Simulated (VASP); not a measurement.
# AlP (F-43m) in VASP: notebook

The runs below take AlP through single point, relaxation of cell and atoms, with PBEsol.

Program: VASP 6.6.1. These are calculated values, not measurements. Logs are shortened: lines on timing, memory, paths and dates and some standing lists are left out, and cuts for length are marked.

**The experiment to reproduce.**

A printed reference work, data compilation reports, for a bulk crystal of AlP at 4.2 K: band gap 2.505 eV (indirect).

The results are compared with them further down.

**1. The crystal as given**

Symmetry: F-43m, No. 216, cubic system. The conventional cell has a = 5.471 Å, b = 5.471 Å, c = 5.471 Å, α = 90.00°, β = 90.00°, γ = 90.00°. Al (site symmetry -43m) has 4 P at 2.37 Å as nearest neighbours. Around P (site symmetry -43m) lie 4 Al at 2.37 Å.

The cell is a database's computed one.

**2. Single point, PBEsol**

File INCAR:

```
SYSTEM = AlP
ALGO = Normal
EDIFF = 1E-6
ENCUT = 520
GGA = PS
ISIF = 2
ISMEAR = 0
LASPH = .TRUE.
LCHARG = .FALSE.
LREAL = .FALSE.
LWAVE = .FALSE.
NBANDS = 11
NELM = 100
PREC = Accurate
SIGMA = 0.02
```

File KPOINTS:

```
k-points
0
G
  8 8 8
  0 0 0
```

File POSCAR:

```
AlP
1.0
    0.0000000000      2.7355642273      2.7355642273
    2.7355642273      0.0000000000      2.7355642273
    2.7355642273      2.7355642273      0.0000000000
Al P
1 1
Direct
    0.0000000000      0.0000000000      0.0000000000
    0.7500000000      0.7500000000      0.7500000000
```

Potentials or basis: VASP PAW PBE potentials, release 64 (Al, P).

Command:

```
$ cat potpaw_PBE.64/Al/POTCAR potpaw_PBE.64/P/POTCAR > POTCAR
$ mpirun -np 1 vasp_std > vasp.out
```

OUTCAR:

```text
SYSTEM = AlP
   EDIFF = 1E-6
   ENCUT = 520
   GGA = PS
   ISIF = 2
   ISMEAR = 0
   LASPH = .TRUE.
   LREAL = .FALSE.
   NELM = 100
   PREC = Accurate

 ion  position               nearest neighbor table
   1  0.000  0.000  0.000-   2 2.37   2 2.37   2 2.37   2 2.37
   2  0.750  0.750  0.750-   1 2.37   1 2.37   1 2.37   1 2.37

  LATTYP: Found a face centered cubic cell.
 ALAT       =     5.4711284546

  Lattice vectors:

 A1 = (   0.0000000000,   2.7355642273,   2.7355642273)
 A2 = (   2.7355642273,   0.0000000000,   2.7355642273)
 A3 = (   2.7355642273,   2.7355642273,   0.0000000000)

Analysis of symmetry for initial positions (statically):
=====================================================================
 Subroutine PRICEL returns:
 Original cell was already a primitive cell.

 Routine SETGRP: Setting up the symmetry group for a
 face centered cubic supercell.

 Subroutine GETGRP returns: Found 24 space group operations
 (whereof 24 operations were pure point group operations)
 out of a pool of 48 trial point group operations.

The static configuration has the point symmetry T_d .

Analysis of symmetry for dynamics (positions and initial velocities):
=====================================================================
 Subroutine PRICEL returns:
 Original cell was already a primitive cell.

 Routine SETGRP: Setting up the symmetry group for a
 face centered cubic supercell.

 Subroutine GETGRP returns: Found 24 space group operations
 (whereof 24 operations were pure point group operations)
 out of a pool of 48 trial point group operations.

The dynamic configuration has the point symmetry T_d .

 Subroutine INISYM returns: Found 24 space group operations
 (whereof 24 operations are pure point group operations),
 and found     1 'primitive' translations

----------------------------------------------------------------------------------------

                                     Primitive cell

  volume of cell :      40.9422

  direct lattice vectors                    reciprocal lattice vectors
     0.000000000  2.735564227  2.735564227    -0.182777650  0.182777650  0.182777650
     2.735564227  0.000000000  2.735564227     0.182777650 -0.182777650  0.182777650
     2.735564227  2.735564227  0.000000000     0.182777650  0.182777650 -0.182777650

  length of vectors
     3.868672031  3.868672031  3.868672031     0.316580176  0.316580176  0.316580176

  position of ions in fractional coordinates (direct lattice)
     0.000000000  0.000000000  0.000000000
     0.750000000  0.750000000  0.750000000

  ion indices of the primitive-cell ions
   primitive index   ion index
                 1           1
                 2           2

----------------------------------------------------------------------------------------

 KPOINTS: k-points

Automatic generation of k-mesh.
 Grid dimensions read from file:
 generate k-points for:    8    8    8

 Generating k-lattice:

  Cartesian coordinates                     Fractional coordinates (reciprocal lattice)
    -0.022847206  0.022847206  0.022847206     0.125000000  0.000000000  0.000000000
     0.022847206 -0.022847206  0.022847206     0.000000000  0.125000000  0.000000000
     0.022847206  0.022847206 -0.022847206     0.000000000  0.000000000  0.125000000

  Length of vectors
     0.039572522  0.039572522  0.039572522

  Shift w.r.t. Gamma in fractional coordinates (k-lattice)
     0.000000000  0.000000000  0.000000000

 Subroutine IBZKPT returns following result:
 ===========================================

 Found     29 irreducible k-points:

 Following reciprocal coordinates:
            Coordinates               Weight
  0.000000  0.000000  0.000000      1.000000
  0.125000  0.000000  0.000000      8.000000
  0.250000  0.000000  0.000000      8.000000
  0.375000  0.000000  0.000000      8.000000
  0.500000  0.000000  0.000000      4.000000
  0.125000  0.125000  0.000000      6.000000
[... 16 lines left out ...]
  0.500000  0.250000  0.125000     48.000000
 -0.375000  0.250000  0.125000     24.000000
 [... further k-points ...]
   k-points           NKPTS =     29   k-points in BZ     NKDIM =     29   number of bands    NBANDS=     11
   number of dos      NEDOS =    301   number of ions     NIONS =      2
   total plane-waves  NPLWV =  27000
   dimension x,y,z NGX =    30 NGY =   30 NGZ =   30
   dimension x,y,z NGXF=    60 NGYF=   60 NGZF=   60
   ions per type =               1   1
   NGX,Y,Z   is equivalent  to a cutoff of  12.89, 12.89, 12.89 a.u.
   NGXF,Y,Z  is equivalent  to a cutoff of  25.78, 25.78, 25.78 a.u.
 SYSTEM =  AlP
   PREC   = accura    normal or accurate (medium, high low for compatibility)
   ISTART =      0    job   : 0-new  1-cont  2-samecut
   ICHARG =      2    charge: 1-file 2-atom 10-const
   ISPIN  =      1    spin polarized calculation?
   LNONCOLLINEAR =      F non collinear calculations
   LSORBIT =      F    spin-orbit coupling
   LASPH  =      T    aspherical Exc in radial PAW
   ENCUT  =  520.0 eV  38.22 Ry    6.18 a.u.   7.19  7.19  7.19*2*pi/ulx,y,z
   NELM   =    100;   NELMIN=  2; NELMDL= -5     # of ELM steps
   EDIFF  = 0.1E-05   stopping-criterion for ELM
   LREAL  =      F    real-space projection
   EDIFFG = 0.1E-04   stopping-criterion for IOM
   NSW    =      0    number of steps for IOM
   IBRION =     -1    ionic relax: 0-MD 1-quasi-New 2-CG
   NFREE  =      0    steps in history (QN), initial steepest desc. (CG)
   ISIF   =      2    stress and relaxation
   ISYM   =      2    0-nonsym 1-usesym 2-fastsym
   POTIM  = 0.5000    time-step for ionic-motion
   TEBEG  =    0.0;   TEEND  =   0.0 temperature during run
   PSTRESS=    0.0 pullay stress
   NELECT =       8.0000    total number of electrons
   NUPDOWN=      -1.0000    fix difference up-down
   EMIN   =  10.00;   EMAX   =-10.00  energy-range for DOS
   EFERMI =   0.00;   METHOD = LEGACY
   ISMEAR =     0;   SIGMA  =   0.02  broadening in eV -4-tet -1-fermi 0-gaus
   EFERMI_NEDOS =   21; number of points for ismear=-14 and -15
   IALGO  =     38    algorithm
   IMIX   =      4    mixing-type and parameters
     AMIX     =   0.40;   BMIX     =  1.00
     AMIX_MAG =   1.60;   BMIX_MAG =  1.00
  volume/ion in A,a.u.               =      20.47       138.15
  Fermi-wavevector in a.u.,A,eV,Ry     =   0.949980  1.795202 12.278748  0.902462
  Thomas-Fermi vector in A             =   2.078314
   LORBIT       =      0    0 simple, 1 ext, 2 COOP (PROOUT), +10 PAW based schemes
   GGA     = PS    functional components
   LHFCALC =     F    Hartree Fock is set to
   AEXX    =    0.0000 exact exchange contribution
   IVDW    =     0    specifies the selected vdW correction
   LEPSILON=     F    determine dielectric tensor
   LRPA    =     F    only Hartree local field effects (RPA)
 non-spin polarized calculation
 Gauss-broadening in eV      SIGMA  =   0.02
  energy-cutoff  :      520.00
  volume of cell :       40.94
 maximum number of plane-waves:      1124
 NGX is ok and might be reduce to    30
   NGX = 15   NGY = 15   NGZ = 15

 number of electron       7.9999999 magnetization

 Free energy of the ion-electron system (eV)
  ---------------------------------------------------
  ext. energy  EPLUGINS =         0.00000000
  ---------------------------------------------------
  free energy    TOTEN  =       -10.99524564 eV

  energy without entropy =      -10.99524564  energy(sigma->0) =      -10.99524564

 E-fermi :   4.5764     XC(G=0):  -9.3415

 val. band max:        4.4794831681   @ k =   0.0000   0.0000   0.0000
 cond. band min:       5.9297732054   @ k =   0.5000   0.5000   0.0000
 fundamental gap:      1.4502900373
 Fermi energy:         4.5764374118

 k-point     1 :       0.0000    0.0000    0.0000
  band No.  band energies     occupation
      1      -7.0130      2.00000
      2       4.4795      2.00000
      3       4.4795      2.00000
      4       4.4795      2.00000
      5       7.6315      0.00000
      6       8.9832      0.00000
      7       8.9832      0.00000
      8       8.9832      0.00000
      9      13.2748      0.00000
     10      13.2748      0.00000
     11      14.5324      0.00000

 k-point     2 :       0.1250    0.0000    0.0000
  band No.  band energies     occupation
      1      -6.8407      2.00000
      2       3.2397      2.00000
      3       4.3306      2.00000
      4       4.3306      2.00000
      5       8.0751      0.00000
      6       9.2665      0.00000
      7       9.2665      0.00000
      8       9.4805      0.00000
      9      12.7651      0.00000
     10      12.7651      0.00000
     11      15.1748      0.00000

 k-point     3 :       0.2500    0.0000    0.0000
  band No.  band energies     occupation
      1      -6.3551      2.00000
      2       1.2838      2.00000
      3       4.0357      2.00000
      4       4.0357      2.00000
      5       7.7029      0.00000
      6       9.5671      0.00000
      7       9.5671      0.00000
      8      11.2835      0.00000
      9      12.7342      0.00000
     10      12.7342      0.00000
     11      14.6327      0.00000

 k-point     4 :       0.3750    0.0000    0.0000
  band No.  band energies     occupation
      1      -5.7014      2.00000
      2      -0.3605      2.00000
      3       3.8006      2.00000
      4       3.8006      2.00000
      5       7.3257      0.00000
      6       9.3710      0.00000
      7       9.3710      0.00000
      8      12.4618      0.00000
      9      14.1289      0.00000
     10      14.1289      0.00000
     11      14.9289      0.00000

 k-point     5 :       0.5000    0.0000    0.0000
  band No.  band energies     occupation
      1      -5.3297      2.00000
      2      -1.0744      2.00000
      3       3.7154      2.00000
      4       3.7154      2.00000
      5       7.1899      0.00000
      6       9.2260      0.00000
      7       9.2260      0.00000
      8      12.5429      0.00000
      9      15.9739      0.00000
     10      15.9739      0.00000
     11      16.1183      0.00000
[... 211 lines left out ...]
 k-point    21 :       0.5000    0.5000    0.0000
  band No.  band energies     occupation
      1      -4.6671      2.00000
      2      -0.8400      2.00000
      3       2.3678      2.00000
      4       2.3678      2.00000
      5       5.9298      0.00000
      6       6.8490      0.00000
      7      15.4205      0.00000
      8      15.4205      0.00000
      9      16.3611      0.00000
     10      16.5333      0.00000
     11      16.5333      0.00000

 k-point    22 :       0.3750    0.2500    0.1250
  band No.  band energies     occupation
      1      -5.9440      2.00000
      2       0.9645      2.00000
      3       2.5674      2.00000
      4       3.5603      2.00000
      5       8.2473      0.00000
      6       9.2154      0.00000
      7       9.8346      0.00000
      8      11.2231      0.00000
      9      12.7375      0.00000
     10      15.1868      0.00000
     11      17.2508      0.00000

 k-point    23 :       0.5000    0.2500    0.1250
  band No.  band energies     occupation
      1      -5.3452      2.00000
      2      -0.1478      2.00000
      3       1.9981      2.00000
      4       3.1734      2.00000
      5       8.3406      0.00000
      6       9.1828      0.00000
      7      10.4303      0.00000
      8      11.5101      0.00000
      9      13.8666      0.00000
     10      15.7026      0.00000
     11      17.1789      0.00000

 k-point    24 :      -0.3750    0.2500    0.1250
  band No.  band energies     occupation
      1      -5.0165      2.00000
      2      -0.7095      2.00000
      3       1.8633      2.00000
      4       2.9846      2.00000
      5       8.3378      0.00000
      6       8.9139      0.00000
      7      11.2978      0.00000
      8      12.0891      0.00000
      9      13.3795      0.00000
     10      15.8158      0.00000
     11      17.1279      0.00000

 [... further k-points ...]

------------------------ aborting loop because EDIFF is reached ----------------------------------------

  FORCE on cell =-STRESS in cart. coord.  units (eV):
  Direction    XX          YY          ZZ          XY          YZ          ZX
  --------------------------------------------------------------------------------------
  -------------------------------------------------------------------------------------
  Total        0.0014293      0.0014293      0.0014293     -0.0000000      0.0000000      0.0000000
  in kB        0.0559314      0.0559314      0.0559314     -0.0000000      0.0000000      0.0000000
  external PRESSURE =       0.0559314 kB  Pullay stress =       0.0000000 kB

 VOLUME and BASIS-vectors are now :
 -----------------------------------------------------------------------------
  energy-cutoff  :      520.00
  volume of cell :       40.94
      direct lattice vectors                 reciprocal lattice vectors
     0.000000000  2.735564227  2.735564227    -0.182777650  0.182777650  0.182777650
     2.735564227  0.000000000  2.735564227     0.182777650 -0.182777650  0.182777650
     2.735564227  2.735564227  0.000000000     0.182777650  0.182777650 -0.182777650

 POSITION                                       TOTAL-FORCE (eV/Angst)
 -----------------------------------------------------------------------------------
      0.00000      0.00000      0.00000        -0.000000      0.000000     -0.000000
      4.10335      4.10335      4.10335         0.000000     -0.000000      0.000000
 -----------------------------------------------------------------------------------
    total drift:                                0.000000      0.000000      0.000000

  FREE ENERGIE OF THE ION-ELECTRON SYSTEM (eV)
  ---------------------------------------------------
  free  energy   TOTEN  =       -10.9952456361 eV

  energy  without entropy=      -10.9952456361  energy(sigma->0) =      -10.99524564
```

It took 6.8 s on 1 thread of AMD EPYC 9R45 (Zen 5), shared host; peak memory 0.13 GiB.

What came out:

```
Free energy            : -10.9952 eV
Pressure               : 0.0 GPa
Band gap on the k mesh : 1.45 eV, indirect (least direct gap 3.15 eV)
```

Caveat: the PAW data sets were made with another functional, which shifts forces and pressure a little.

**3. Relaxation of cell and atoms, PBEsol**

File INCAR:

```
SYSTEM = AlP
PREC = Accurate
ENCUT = 600
EDIFF = 1E-6
ISMEAR = 0
SIGMA = 0.02
LREAL = .False.
LASPH = .True.
NELM = 100
ALGO = Fast
ISIF = 3
LWAVE = .False.
LCHARG = .False.
GGA = PS
IBRION = 2
NSW = 100
EDIFFG = -0.005
```

File KPOINTS:

```
regular mesh
0
Gamma
  8 8 8
  0 0 0
```

File POSCAR:

```
AlP
1.0
    0.0000000000      2.7364837130      2.7364837130
    2.7364837130      0.0000000000      2.7364837130
    2.7364837130      2.7364837130      0.0000000000
Al P
1 1
Direct
    0.0000000000      0.0000000000      0.0000000000
    0.7500000000      0.7500000000      0.7500000000
```

Potentials or basis: VASP PAW PBE potentials, release 64 (Al, P).

Command:

```
$ cat potpaw_PBE.64/Al/POTCAR potpaw_PBE.64/P/POTCAR > POTCAR
$ mpirun -np 1 vasp_std > vasp.out
```

Wall time 9.5 s (1 thread of AMD EPYC 9R45 (Zen 5), shared host); peak memory 0.15 GiB.

It converged, with:

* Free energy: -10.9955 eV
* Relaxed volume: 20.47 Å³/atom
* Relaxed cell: a = 3.868 Å, b = 3.868 Å, c = 3.868 Å, α = 60.00°, β = 60.00°, γ = 60.00°
* Space group after relaxing (to 0.05 Å): F-43m (No. 216)
* Energy gained by relaxing: 0.0 meV/atom
* Ionic steps: 2
* Pressure after relaxing: 0.0 GPa
* Band gap on the k mesh: 1.45 eV, indirect (least direct gap 3.15 eV)

Final structure:
```
CELL_PARAMETERS angstrom
0.00000 2.73531 2.73531
2.73531 0.00000 2.73531
2.73531 2.73531 0.00000
ATOMIC_POSITIONS crystal
Al 0.00000 0.00000 0.00000
P 0.75000 0.75000 0.75000
```

Levels at points of the mesh, in eV from the valence-band top:
```
           k point  band 1  band 2  band 3  band 4  band 5  band 6  band 7  band 8
(0.00, 0.00, 0.00)  -11.49    0.00    0.00    0.00    3.15    4.50    4.50    4.50
(0.50, 0.00, 0.00)   -9.81   -5.55   -0.76   -0.76    2.71    4.75    4.75    8.06
(0.50, 0.50, 0.00)   -9.15   -5.32   -2.11   -2.11    1.45    2.37   10.94   10.94
```

Caveat: the PAW data sets were made with another functional, which shifts forces and pressure a little.

**4. Comparison with measurements**

Step 2. Measured gap of AlP: 2.505 eV (indirect; 4.2 K; a printed reference work, data compilation). This calculation gives 1.45 eV (-1.05 eV). The value is that of PBEsol on a finite k mesh, which can miss the band edges, without temperature or zero-point motion. Semilocal functionals fall short of measured gaps as a rule. The cell is a database's relaxed one, not the measured one, which moves gaps too.
